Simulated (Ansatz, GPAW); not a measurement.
Given: the input of a run of GPAW 26.7.0 (ASE script) on HgTe (Coloradoite). Atoms were shifted at random by some hundredths of an Å from the given cell, which wasn't relaxed again for these runs. 

run.py

```python
from ase.dft.bandgap import bandgap
from ase.io import read, write
from ase.units import GPa
from gpaw import GPAW, PW

atoms = read('POSCAR')

calc = GPAW(mode=PW(600),
            xc='PBE',
            kpts={'size': (7, 7, 7), 'gamma': True},
            occupations={'name': 'fermi-dirac', 'width': 0.05},
            nbands=18,
            convergence={'density': 1e-05, 'energy': 1e-05},
            maxiter=150,
            txt='gpaw.txt')
atoms.calc = calc
energy = atoms.get_potential_energy()
forces = atoms.get_forces()
stress = atoms.get_stress()
calc.write('gs.gpw')
write('result.traj', atoms)
print(f'Energy: {energy:.6f} eV')
print('Forces (eV/A):')
print(forces.round(4))
print('Stress (GPa):', (stress / GPa).round(3))
print('Fermi level:', round(calc.get_fermi_level(), 4), 'eV')
print(f'Gap: {bandgap(calc)[0]:.4f} eV, direct: {bandgap(calc, direct=True)[0]:.4f} eV')
```

POSCAR

```
HgTe
1.0
    0.0000000000      3.2145000000      3.2145000000
    3.2145000000      0.0000000000      3.2145000000
    3.2145000000      3.2145000000      0.0000000000
Hg Te
1 1
Direct
   -0.0026330000      0.0031470000     -0.0044180000
    0.7487260000      0.7522630000      0.7492080000
```

Potentials or basis: GPAW PAW data sets (gpaw-data 1.2.1), pw.

Command:

```console
$ OMP_NUM_THREADS=1 python run.py
```

Q: Set up the same calculation for Ansatz 0.2.0. Potentials or basis there: all-electron LAPW, scalar-relativistic.

A: As run (cutoffs and basis follow the program's own potentials, and thresholds, step limits or extra output files can differ):

Contents of input.yaml:

```yaml
crystal:
  lattice:
    - [0.0, 3.2145, 3.2145]
    - [3.2145, 0.0, 3.2145]
    - [3.2145, 3.2145, 0.0]
  atoms:
    - { symbol: Hg, position: [-0.002633, 0.003147, -0.004418] }
    - { symbol: Te, position: [0.748726, 0.752263, 0.749208] }
kpoints:
  mp_grid: { grid: [7, 7, 7] }
scf:
  occupations: { method: fermi_dirac, width: 0.05 }
hamiltonian:
  xc: pbe
  pseudopotentials: { kind: all_electron, lapw: { basis_error: 0.001 } }
output:
  forces: true
  stress: true
  eigenvalues: true
  populations: true
```

Potentials or basis: all-electron LAPW, scalar-relativistic.

Launch:

```console
$ ansatz run input.yaml --threads 1 --pin off --max-ram 3072MiB --backend cpu --events-out ev --progress --plain --runs-dir out
```

Both were run:

|  | GPAW | Ansatz |
| --- | --- | --- |
| Pressure | 4.5 GPa | 4.6 GPa |
| Largest force | 0.081 eV/Å | 0.079 eV/Å |

Where Ansatz's input types no cutoff or centring, it takes its own default and a Γ-centred mesh.

Pressure is positive in compression.
